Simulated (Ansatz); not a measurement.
## Understanding ZrSe2 (CdI2-type structure) from first principles

Method: PBE, scalar-relativistic; no spin polarisation; PAW, 420 eV, 10×10×6 k-mesh, Gaussian smearing of 0.05 eV; code Ansatz; PAW files: Ansatz's generated set soft_2.

The compound is reported in the structure type of the start.

The relaxed structure (symmetry read at 0.01 Å). Symmetry: P-3m1, No. 164, trigonal system. Conventional cell: a = 3.799 Å, b = 3.799 Å, c = 6.821 Å, α = 90.00°, β = 90.00°, γ = 120.00°. Zr (site symmetry -3m) is surrounded by 6 Se at 2.70 Å. Around Se (site symmetry 3m) lie 3 Zr at 2.70 Å. (Shells end 15 % past the nearest neighbour.)

Question: Should it be a metal or an insulator?

Answer: Formal charges Zr⁴⁺, Se²⁻ balance and leave closed shells on every ion, so a band insulator is expected, and the gap is 0.41 eV.

Question: What kind of gap is it?

Answer: It is indirect: 0.41 eV, against 1.11 eV for the smallest direct gap. Within 0.6 eV of the edges the projected states are 90 % Se 4p at the top of the valence band and 77 % Zr 4d at the bottom of the conduction band. The lowest excitation takes an electron from Se back to Zr, as in polar semiconductors.

Question: What fixes the bond lengths?

Answer: Shannon's ionic radii give a check on the bond lengths: Zr⁴⁺ with 6 neighbours 0.72 Å + Se²⁻ 1.98 Å (six-fold value) = 2.70 Å against a computed mean of 2.70 Å. Sums and bonds agree within 3 %, so ion sizes set the bond lengths.

Question: How ionic is it?

Answer: Bader charges against formal ones: Zr +1.92 (+4), Se −0.96 (−2). The cations give up 48 % of the formal charge; Bader charges stay under formal ones because the anions' density reaches into the cations' basins, the more so the higher the formal charge and the softer the anion.

All results together:

* Volume: 28.42 Å³/atom
* Band gap: 0.41 eV
* Smallest direct gap: 1.11 eV
* Bader charges: Zr 1.92; Se -0.96 e
* Formation energy from the elements (0 K, uncorrected): -1.36 eV/atom

The structure is built of weakly bound layers, and this functional has no dispersion term, so their spacing and all that hangs on it (volume, the soft elastic constants, low modes, dielectric constants) are poorly given.
